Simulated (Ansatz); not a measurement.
# Si/ZnS/CoSi2: a contact from a semiconductor to a metal, part 4 of 5

Wanted: barrier heights, local density of states and T(E) for Si/ZnS/CoSi2. The semiconductor is Si diamond(111), undoped, with its far face capped by hydrogen, and the metal is CoSi2 fluorite(111), with ZnS zinc blende(111) between them (whole bilayers). After relaxation the nearest pair at the metal is Si–Zn at 2.45 Å, along the normal. The common net has a side of 3.854 Å, which strains the semiconductor by -0.4 %, the layer between by +0.0 % and the metal by +1.7 %, against typed lattice constants near PBE's. The first steps treat the bulk crystals alone.

Ansatz 0.2.0; PBE DFT, plane waves, PAW files (the session's first sound run).

So far. Step 4 (Relaxing the interfaces): The largest force component on a free atom ends at 0.022 eV/Å. At one or more of this run's solves the program warned of density in the dipole ramp over its bound, where dipole, forces and levels can be off. Step 5 (T(E) from the semiconductor into the metal, atomic …): The semiconductor's channels close between -0.45 and +0.15 eV.

### 6. The contact's transmission, atomic planes in the barrier 6, gap between the electrodes 11.88 Å

Level of this step: PBE DFT, plane waves, PAW files; ballistic transmission by layer matching between semi-infinite leads (Ansatz).

System of this step: Si/ZnS/CoSi2. The cell holds 54 atoms: 38 Si, 3 S, 3 Zn, 9 Co and 1 H. Its edges and angles: a = 3.854 Å, b = 3.854 Å, c = 96.280 Å, α = 90.0°, β = 90.0°, γ = 120.0°. Regions: left electrode, 20 atoms (20 Si); barrier, 6 atoms (3 S and 3 Zn); right electrode, 27 atoms (18 Si and 9 Co). Vacuum lies along c.

A thicker layer between them.

input.yaml reads:

```yaml
crystal:
  lattice:
    - [3.854, 0.0, 0.0]
    - [-1.927, 3.3376619062, 0.0]
    - [0.0, 0.0, 96.2795593886]
  atoms:
    - { symbol: Si, position: [0.66666667, 0.33333333, 0.1609895195] }
    - { symbol: Si, position: [0.0, 0.0, 0.1692437505] }
    - { symbol: Si, position: [0.0, 0.0, 0.1938374167] }
    - { symbol: Si, position: [0.33333333, 0.66666667, 0.2020916477] }
    - { symbol: Si, position: [0.33333333, 0.66666667, 0.2266853139] }
    - { symbol: Si, position: [0.66666667, 0.33333333, 0.234939545] }
    - { symbol: Si, position: [0.66666667, 0.33333333, 0.2595332111] }
    - { symbol: Si, position: [0.0, 0.0, 0.2677874422] }
    - { symbol: Si, position: [0.0, 0.0, 0.2923811084] }
    - { symbol: Si, position: [0.33333333, 0.66666667, 0.3006353394] }
    - { symbol: Si, position: [0.33333333, 0.66666667, 0.3252290056] }
    - { symbol: Si, position: [0.66666667, 0.33333333, 0.3334832366] }
    - { symbol: Si, position: [0.66666667, 0.33333333, 0.3580769028] }
    - { symbol: Si, position: [0.0, 0.0, 0.3663311339] }
    - { symbol: Si, position: [0.0, 0.0, 0.3909248] }
    - { symbol: Si, position: [0.33333333, 0.66666667, 0.3991790311] }
    - { symbol: Si, position: [0.33333333, 0.66666667, 0.4237726973] }
    - { symbol: Si, position: [0.66666667, 0.33333333, 0.4320269283] }
    - { symbol: Si, position: [0.66666667, 0.33333333, 0.4565239506] }
    - { symbol: Si, position: [0.0, 0.0, 0.4636566267] }
    - { symbol: S, position: [0.0, 0.0, 0.4871669593] }
    - { symbol: Zn, position: [0.33333333, 0.66666667, 0.4959352777] }
    - { symbol: S, position: [0.33333333, 0.66666667, 0.5197246328] }
    - { symbol: Zn, position: [0.66666667, 0.33333333, 0.5286920371] }
    - { symbol: S, position: [0.66666667, 0.33333333, 0.5524616869] }
    - { symbol: Zn, position: [0.0, 0.0, 0.561610467] }
    - { symbol: Si, position: [0.0, 0.0, 0.5870469552] }
    - { symbol: Co, position: [0.33333333, 0.66666667, 0.5933179053] }
    - { symbol: Si, position: [0.66666667, 0.33333333, 0.6004272872] }
    - { symbol: Si, position: [0.33333333, 0.66666667, 0.616827888] }
    - { symbol: Co, position: [0.66666667, 0.33333333, 0.6245127641] }
    - { symbol: Si, position: [0.0, 0.0, 0.6321976402] }
    - { symbol: Si, position: [0.66666667, 0.33333333, 0.6485982411] }
    - { symbol: Co, position: [0.0, 0.0, 0.6562831172] }
    - { symbol: Si, position: [0.33333333, 0.66666667, 0.6639679932] }
    - { symbol: Si, position: [0.0, 0.0, 0.6803685941] }
    - { symbol: Co, position: [0.33333333, 0.66666667, 0.6880534702] }
    - { symbol: Si, position: [0.66666667, 0.33333333, 0.6957383463] }
    - { symbol: Si, position: [0.33333333, 0.66666667, 0.7121389472] }
    - { symbol: Co, position: [0.66666667, 0.33333333, 0.7198238232] }
    - { symbol: Si, position: [0.0, 0.0, 0.7275086993] }
    - { symbol: Si, position: [0.66666667, 0.33333333, 0.7439093002] }
    - { symbol: Co, position: [0.0, 0.0, 0.7515941763] }
    - { symbol: Si, position: [0.33333333, 0.66666667, 0.7592790523] }
    - { symbol: Si, position: [0.0, 0.0, 0.7756796532] }
    - { symbol: Co, position: [0.33333333, 0.66666667, 0.7833645293] }
    - { symbol: Si, position: [0.66666667, 0.33333333, 0.7910494054] }
    - { symbol: Si, position: [0.33333333, 0.66666667, 0.8074500063] }
    - { symbol: Co, position: [0.66666667, 0.33333333, 0.8151348823] }
    - { symbol: Si, position: [0.0, 0.0, 0.8228197584] }
    - { symbol: Si, position: [0.66666667, 0.33333333, 0.8392203593] }
    - { symbol: Co, position: [0.0, 0.0, 0.8469052354] }
    - { symbol: Si, position: [0.33333333, 0.66666667, 0.8545901115] }
    - { symbol: H, position: [0.66666667, 0.33333333, 0.1454098885] }
kpoints:
  mp_grid: { grid: [8, 8, 1] }
scf:
  occupations: { method: fermi_dirac, width: 0.1 }
  max_iter: 150
hamiltonian:
  xc: pbe
efield:
  axis: 3
  dipole_correction: true
output:
  transmission:
    kmesh: [12, 12]
    e_range: [-2.5, 2.5]
    de: 0.05
    leads: [[8, 10], [39, 42]]
  dos: { projected: true, e_range: [-6, 5], de: 0.05 }
  write_potential: true
  write_density: true
  volumetric_format: npy
```

Command:

```
$ ansatz run input.yaml --threads 8 --pin off --max-ram 24576MiB --backend cpu --events-out ev --progress --plain --runs-dir out
```

Numbers of over 12 decimals in the logs are rounded to 6 here.

Output:

```text
[...]
Crystal: 54 atoms, lattice volume = 1238.478 Å³
Basis set: ecut = 420 eV, 24297 PW (Γ)
Bands: 234, of which v1, the nominal top of the filled ones, is band 180 counted from 1 (179 counted from 0)
Symmetry: 6 space group operations
[...]
k-points: 10 of 64 (time reversal used)
[...]
SCF iter   1: F=—  HF=-82990.175831 eV  |F-HF|=—  |Δ(HF+E_count)|=         —  Δρ=5.72e-3  dr2=2.03e1  ethr=1.77e-3  p=-0.064 e·Å  D=-9.39e-3 V/Å  ΔV_dip=0.90 eV  dr2_dipole=1.02e1  V_vac-E_F(+/−)=4.58/3.68 eV  ⟨swp⟩=9.1  Hψ=12485  notcnv=0  defer=109
[...]
SCF iter  17: F=-82990.062252 eV  HF=-82990.062252 eV  |F-HF|=6.46e-9  |Δ(HF+E_count)|=   1.53e-7  Δρ=9.13e-7  dr2=4.91e-8  ethr=2.78e-11  p=-0.053 e·Å  D=-7.68e-3 V/Å  ΔV_dip=0.74 eV  dr2_dipole=7.88e-9  V_vac-E_F(+/−)=4.96/4.22 eV  ⟨swp⟩=18.7  Hψ=9310  notcnv=0
SCF 1 converged in 17 iterations: F = -82990.062252 eV  dr2 = 4.91e-8
[...]
transmission: 140 of 1368 steps passed
transmission: 274 of 1368 steps passed
[...]
transmission: 1368 of 1368 steps passed
[...]
SCF converged after 17 iterations
Free energy (F): -82990.062252 eV
[...]
Internal energy: -82989.647101 eV  (E = F + TS)
E sigma→0 (E₀):  -82989.854677 eV
Entropy (-TS):   -0.415151 eV (-7.688 meV/atom)
Fermi energy:    5.183383 eV
Dipole field:    D = -0.007728 V/Å  (p = -0.052891 e·Å, saw-weighted, corrected)
Work function:   Φ+ = 4.9599 eV   Φ− = 4.2159 eV
[...]
--- Band table (eV; the first three rows and the last of 10) ---
  k-point 0: bands = [... 176 lower, 6.1113, 6.2692, 6.3519, 6.4295, 6.4295, 6.4535, 6.4821, 6.5855, ... 50 higher]
  k-point 1: bands = [... 176 lower, 5.9272, 6.0674, 6.1228, 6.3421, 6.4281, 6.5397, 6.5809, 6.6759, ... 50 higher]
  k-point 2: bands = [... 176 lower, 5.1230, 5.1580, 5.4169, 5.4339, 5.7532, 5.7726, 5.8890, 6.0453, ... 50 higher]
  k-point 9: bands = [... 176 lower, 4.4610, 4.5833, 4.6702, 4.7097, 4.7280, 4.7505, 4.8218, 5.2392, ... 50 higher]
--- Transmission ---
  basis      : 121 plane waves across, 72 finite elements along
  points     : 19, standing for a mesh of 12 x 12
[...]
channels       : 0.000000e0 a spin
[...]
slowest decay  : 0.0922 /Å at (0.4167, 0.0000)
[...]
channels       : 1.270833e0 a spin
[...]
slowest decay  : 0.0908 /Å at (0.4167, 0.0833)
  junction   : crystal 0 to crystal 1, 29.73 to 67.77 Å
    transmission   : 0.000000e0 a spin
[...]
```

Elapsed: 5 min, on 8 threads of Arm Neoverse V1, shared host; peak memory 10 GiB; 37 min of CPU time.

Numbers from this step:

```yaml
free_energy: -82990.0623 eV
fermi_energy: 5.183 eV
potential_step_in_the_lower_lead: 39.8 meV
potential_step_in_the_upper_lead: 8.3 meV
work_function_upper_face: 4.960 eV
work_function_lower_face: 4.216 eV
dipole_moment: -0.05289 e·Å
dipole_field: -0.007728 V/Å
```

One spin. The transmission, zone mean by energy, zero at the Fermi level:

```csv
energy (eV),"transmission, zone mean"
-2.50,0.122
-2.45,0.210
-2.35,0.132
-2.25,0.0870
-2.10,0.0138
-1.95,0.00441
-1.80,0.00342
-1.70,0.00284
-1.55,0.00208
-1.40,0.00133
-1.30,8.4e-4
-1.15,6.1e-4
-1.00,4.5e-4
-0.90,4.0e-4
-0.75,3.1e-4
-0.60,1.9e-4
-0.45,1.1e-10
-0.35,0
-0.20,0
-0.05,0
0.00,0
0.05,0
0.20,0
0.35,3.7e-5
0.45,1.1e-4
0.60,1.4e-4
0.75,0.00156
0.90,0.00150
1.00,0.00766
1.15,0.0238
1.20,0.0767
1.30,0.0321
1.40,0.0294
1.55,0.0568
1.70,0.101
1.80,0.137
1.85,0.189
1.95,0.143
2.10,0.188
2.25,0.218
2.35,0.343
2.50,0.513
```

One spin. Open channels, zone mean against energy, zero at the Fermi level:

```csv
energy (eV),lower lead,upper lead
-2.50,1.72,1.31
-2.35,1.55,1.23
-2.25,1.55,1.23
-2.10,1.42,1.42
-1.95,1.30,1.41
-1.80,1.34,1.92
-1.70,1.22,1.67
-1.55,0.938,2.10
-1.40,0.729,1.32
-1.30,0.604,1.40
-1.15,0.521,1.72
-1.00,0.312,1.63
-0.90,0.312,1.63
-0.75,0.146,1.88
-0.60,0.146,1.94
-0.45,0.0139,1.79
-0.35,0,1.79
-0.20,0,1.60
-0.05,0,1.35
0.00,0,1.27
0.05,0,1.27
0.20,0.0417,1.15
0.35,0.208,0.979
0.45,0.292,0.979
0.60,0.333,0.903
0.75,0.583,0.736
0.90,0.75,0.639
1.00,0.833,0.597
1.15,1.03,0.556
1.30,1.36,0.556
1.40,1.40,0.528
1.55,1.69,0.799
1.70,1.99,0.840
1.80,2.15,0.924
1.95,2.24,1.26
2.10,2.24,1.42
2.25,2.03,1.63
2.35,1.78,1.96
2.50,1.87,1.83
```

Projected DOS an atom over height of the atomic layer and energy from the Fermi level. Layers: H Si Si Si Si Si Si Si Si Si Si Si Si Si Si Si Si Si Si Si Si S Zn S Zn S Zn Si Co Si Si Co Si Si Co Si Si Co Si Si Co Si Si Co Si Si Co Si Si Co Si Si Co Si; projections on atoms miss part of the total, and the computed bands can run out at the top of the range; a column is the mean of 4 neighbouring layers, the last of those left over.

Values in states/eV, 22 rows by 14 columns, each cell a mean:
```
0.05 0.05 0.06 0.07 0.07 0.02 0.05 0.04 0.05 0.05 0.05 0.05 0.06 0.05
0.24 0.25 0.27 0.26 0.29 0.11 0.18 0.26 0.27 0.28 0.28 0.26 0.34 0.33
0.39 0.43 0.40 0.40 0.38 0.19 0.34 0.50 0.51 0.53 0.51 0.53 0.52 0.47
0.61 0.69 0.71 0.61 0.51 0.24 0.29 0.36 0.34 0.32 0.33 0.29 0.25 0.25
0.48 0.55 0.55 0.64 0.69 0.39 0.33 0.27 0.28 0.28 0.26 0.33 0.41 0.37
0.50 0.55 0.54 0.50 0.50 0.33 0.27 0.51 0.57 0.58 0.57 0.55 0.46 0.32
0.45 0.68 0.67 0.66 0.58 0.37 0.14 0.32 0.38 0.39 0.43 0.38 0.35 0.48
0.20 0.34 0.35 0.43 0.55 0.38 0.13 0.17 0.13 0.12 0.12 0.12 0.16 0.51
0.08 0.19 0.21 0.23 0.35 0.35 0.17 0.26 0.16 0.15 0.16 0.14 0.15 0.37
0.01 0.03 0.05 0.09 0.18 0.18 0.11 0.29 0.23 0.26 0.29 0.26 0.27 0.52
0.00 0.00 0.00 0.01 0.07 0.07 0.13 0.61 0.48 0.45 0.56 0.46 0.48 1.01
0.07 0.10 0.10 0.06 0.02 0.01 0.17 1.04 0.76 0.74 1.07 0.74 0.67 1.16
0.19 0.29 0.28 0.22 0.11 0.02 0.12 1.68 0.86 0.88 1.55 0.87 0.93 2.46
0.40 0.59 0.53 0.48 0.27 0.05 0.25 2.18 1.26 1.26 2.28 1.25 1.26 1.91
0.53 0.65 0.64 0.63 0.55 0.18 0.56 1.13 0.62 0.61 1.00 0.64 0.61 1.29
0.60 0.67 0.69 0.67 0.70 0.39 0.60 0.69 0.54 0.55 0.74 0.55 0.53 0.86
0.54 0.68 0.70 0.75 0.74 0.62 0.65 0.62 0.57 0.58 0.71 0.56 0.61 0.69
0.46 0.62 0.58 0.58 0.65 0.80 0.51 0.92 0.94 0.95 1.08 0.95 0.93 0.62
0.55 0.49 0.53 0.53 0.59 0.87 0.41 0.63 0.54 0.53 0.55 0.55 0.50 0.32
0.25 0.23 0.25 0.33 0.36 0.72 0.29 0.37 0.39 0.40 0.38 0.40 0.37 0.21
0.10 0.15 0.14 0.14 0.25 0.64 0.37 0.26 0.26 0.26 0.24 0.25 0.29 0.16
0.13 0.19 0.17 0.17 0.24 0.57 0.46 0.25 0.28 0.28 0.25 0.28 0.28 0.17
```
Columns: height of the atomic layer (Å) from 16.1 to 81.9 (not evenly spaced); rows upwards: energy from the Fermi level (eV) from -6 to 5.

The semiconductor's channels close between -0.45 and +0.15 eV. In the worse lead the potential repeats within 40 meV, which the program flags as too much for a lead, so the lead is short or a field runs through it.

### 7. The contact's transmission, atomic planes in the barrier 8, gap between the electrodes 15.03 Å

System of this step: Si/ZnS/CoSi2. The cell holds 56 atoms: 38 Si, 4 S, 4 Zn, 9 Co and 1 H. Its edges and angles: a = 3.854 Å, b = 3.854 Å, c = 99.431 Å, α = 90.0°, β = 90.0°, γ = 120.0°. Regions: left electrode, 20 atoms (20 Si); barrier, 8 atoms (4 S and 4 Zn); right electrode, 27 atoms (18 Si and 9 Co). Vacuum lies along c.

A thicker layer between them.

input.yaml reads:

```yaml
crystal:
  lattice:
    - [3.854, 0.0, 0.0]
    - [-1.927, 3.3376619062, 0.0]
    - [0.0, 0.0, 99.4314685372]
  atoms:
    - { symbol: Si, position: [0.66666667, 0.33333333, 0.1558862624] }
    - { symbol: Si, position: [0.0, 0.0, 0.1638788401] }
    - { symbol: Si, position: [0.0, 0.0, 0.1876929039] }
    - { symbol: Si, position: [0.33333333, 0.66666667, 0.1956854815] }
    - { symbol: Si, position: [0.33333333, 0.66666667, 0.2194995454] }
    - { symbol: Si, position: [0.66666667, 0.33333333, 0.227492123] }
    - { symbol: Si, position: [0.66666667, 0.33333333, 0.2513061869] }
    - { symbol: Si, position: [0.0, 0.0, 0.2592987645] }
    - { symbol: Si, position: [0.0, 0.0, 0.2831128284] }
    - { symbol: Si, position: [0.33333333, 0.66666667, 0.291105406] }
    - { symbol: Si, position: [0.33333333, 0.66666667, 0.3149194699] }
    - { symbol: Si, position: [0.66666667, 0.33333333, 0.3229120475] }
    - { symbol: Si, position: [0.66666667, 0.33333333, 0.3467261113] }
    - { symbol: Si, position: [0.0, 0.0, 0.3547186889] }
    - { symbol: Si, position: [0.0, 0.0, 0.3785327528] }
    - { symbol: Si, position: [0.33333333, 0.66666667, 0.3865253304] }
    - { symbol: Si, position: [0.33333333, 0.66666667, 0.4103393943] }
    - { symbol: Si, position: [0.66666667, 0.33333333, 0.4183319719] }
    - { symbol: Si, position: [0.66666667, 0.33333333, 0.4420524554] }
    - { symbol: Si, position: [0.0, 0.0, 0.4489590306] }
    - { symbol: S, position: [0.0, 0.0, 0.4717241018] }
    - { symbol: Zn, position: [0.33333333, 0.66666667, 0.4802144706] }
    - { symbol: S, position: [0.33333333, 0.66666667, 0.5032497195] }
    - { symbol: Zn, position: [0.66666667, 0.33333333, 0.5119328632] }
    - { symbol: S, position: [0.66666667, 0.33333333, 0.5349490315] }
    - { symbol: Zn, position: [0.0, 0.0, 0.5436321753] }
    - { symbol: S, position: [0.0, 0.0, 0.5666483436] }
    - { symbol: Zn, position: [0.33333333, 0.66666667, 0.5755071136] }
    - { symbol: Si, position: [0.33333333, 0.66666667, 0.6001372827] }
    - { symbol: Co, position: [0.66666667, 0.33333333, 0.6062094479] }
    - { symbol: Si, position: [0.0, 0.0, 0.6130934673] }
    - { symbol: Si, position: [0.66666667, 0.33333333, 0.6289741804] }
    - { symbol: Co, position: [0.0, 0.0, 0.6364154512] }
    - { symbol: Si, position: [0.33333333, 0.66666667, 0.643856722] }
    - { symbol: Si, position: [0.0, 0.0, 0.6597374351] }
    - { symbol: Co, position: [0.33333333, 0.66666667, 0.6671787059] }
    - { symbol: Si, position: [0.66666667, 0.33333333, 0.6746199767] }
    - { symbol: Si, position: [0.33333333, 0.66666667, 0.6905006898] }
    - { symbol: Co, position: [0.66666667, 0.33333333, 0.6979419606] }
    - { symbol: Si, position: [0.0, 0.0, 0.7053832314] }
    - { symbol: Si, position: [0.66666667, 0.33333333, 0.7212639445] }
    - { symbol: Co, position: [0.0, 0.0, 0.7287052153] }
    - { symbol: Si, position: [0.33333333, 0.66666667, 0.7361464861] }
    - { symbol: Si, position: [0.0, 0.0, 0.7520271992] }
    - { symbol: Co, position: [0.33333333, 0.66666667, 0.75946847] }
    - { symbol: Si, position: [0.66666667, 0.33333333, 0.7669097408] }
    - { symbol: Si, position: [0.33333333, 0.66666667, 0.7827904539] }
    - { symbol: Co, position: [0.66666667, 0.33333333, 0.7902317247] }
    - { symbol: Si, position: [0.0, 0.0, 0.7976729955] }
    - { symbol: Si, position: [0.66666667, 0.33333333, 0.8135537086] }
    - { symbol: Co, position: [0.0, 0.0, 0.8209949794] }
    - { symbol: Si, position: [0.33333333, 0.66666667, 0.8284362502] }
    - { symbol: Si, position: [0.0, 0.0, 0.8443169633] }
    - { symbol: Co, position: [0.33333333, 0.66666667, 0.8517582341] }
    - { symbol: Si, position: [0.66666667, 0.33333333, 0.8591995049] }
    - { symbol: H, position: [0.66666667, 0.33333333, 0.1408004951] }
kpoints:
  mp_grid: { grid: [8, 8, 1] }
scf:
  occupations: { method: fermi_dirac, width: 0.1 }
  max_iter: 150
hamiltonian:
  xc: pbe
efield:
  axis: 3
  dipole_correction: true
output:
  transmission:
    kmesh: [12, 12]
    e_range: [-2.5, 2.5]
    de: 0.05
    leads: [[8, 10], [41, 44]]
  dos: { projected: true, e_range: [-6, 5], de: 0.05 }
  write_potential: true
  write_density: true
  volumetric_format: npy
```

Output:

```text
[...]
Crystal: 56 atoms, lattice volume = 1279.022 Å³
Basis set: ecut = 420 eV, 25089 PW (Γ)
Bands: 245, of which v1, the nominal top of the filled ones, is band 189 counted from 1 (188 counted from 0)
Symmetry: 6 space group operations
[...]
k-points: 10 of 64 (time reversal used)
[...]
points     : 19, standing for a mesh of 12 x 12
[...]
channels       : 0.000000e0 a spin
[...]
slowest decay  : 0.0923 /Å at (0.4167, 0.0000)
[...]
channels       : 1.270833e0 a spin
[...]
slowest decay  : 0.0904 /Å at (0.4167, 0.0833)
  junction   : crystal 0 to crystal 1, 29.73 to 70.93 Å
    transmission   : 0.000000e0 a spin
[...]
[key lines of the parts left out:]
SCF converged after 19 iterations
Free energy (F): -87212.752911 eV
Fermi energy:    5.255237 eV
Dipole field:    D = -0.007493 V/Å  (p = -0.052964 e·Å, saw-weighted, corrected)
Work function:   Φ+ = 4.9615 eV   Φ− = 4.2165 eV
```

Run time: 5.5 min. Hardware: 8 threads; peak memory 11 GiB; 41 min of CPU time.

The semiconductor's channels close between -0.45 and +0.15 eV. In the worse lead the potential repeats within 40 meV, which the program flags as too much for a lead, so the lead is short or a field runs through it.

### 8. The series together

Times are for 8 threads of Arm Neoverse V1, shared host. The runs compared:

```csv
no.,gap between the electrodes (Å),potential step in the lower lead (meV),time,memory (GiB)
1,8.73,38.2,3.8 min,9.7
2,11.88,39.8,5 min,10
3,15.03,40.2,5.5 min,11
```

The runs together. Transmission, zone mean against energy, zero at the Fermi level:

```csv
energy (eV),8.73,11.88,15.03
-2.50,0.304,0.122,0.0339
-2.35,0.128,0.132,0.0913
-2.25,0.0551,0.0870,0.0606
-2.10,0.0163,0.0138,0.0240
-1.95,0.0117,0.00441,0.00444
-1.80,0.00783,0.00342,0.00120
-1.70,0.00908,0.00284,0.00365
-1.55,0.00761,0.00208,6.2e-4
-1.40,0.00493,0.00133,4.1e-4
-1.30,0.00297,8.4e-4,2.6e-4
-1.15,0.00227,6.1e-4,1.9e-4
-1.00,0.00154,4.5e-4,1.5e-4
-0.90,0.00136,4.0e-4,1.3e-4
-0.75,9.3e-4,3.1e-4,1.2e-4
-0.60,4.9e-4,1.9e-4,8.7e-5
-0.45,3.7e-9,1.1e-10,3.8e-12
-0.35,0,0,0
-0.20,0,0,0
-0.05,0,0,0
0.00,0,0,0
0.05,0,0,0
0.20,0,0,0
0.35,4.7e-4,3.7e-5,2.8e-5
0.45,0.00105,1.1e-4,5.3e-5
0.60,3.6e-4,1.4e-4,2.4e-5
0.75,0.00289,0.00156,0.00151
0.90,0.00463,0.00150,0.00108
1.00,0.00513,0.00766,0.0183
1.15,0.0405,0.0238,0.0101
1.30,0.0981,0.0321,0.0153
1.40,0.0496,0.0294,0.0104
1.55,0.0628,0.0568,0.0561
1.70,0.112,0.101,0.113
1.80,0.180,0.137,0.120
1.95,0.227,0.143,0.159
2.10,0.223,0.188,0.156
2.25,0.349,0.218,0.206
2.35,0.322,0.343,0.283
2.50,0.405,0.513,0.380
```

[end of part 4 of 5]

[Logs are printed without paths, hosts, clocks, repeated set-up lines and the standing remarks that a program may print on its own settings, such as how far it seeks lower states.]

[Hosts, paths, dates, database ids (printed as entryN), source tags and the programs' standing remarks are cut or masked in the printed files.]
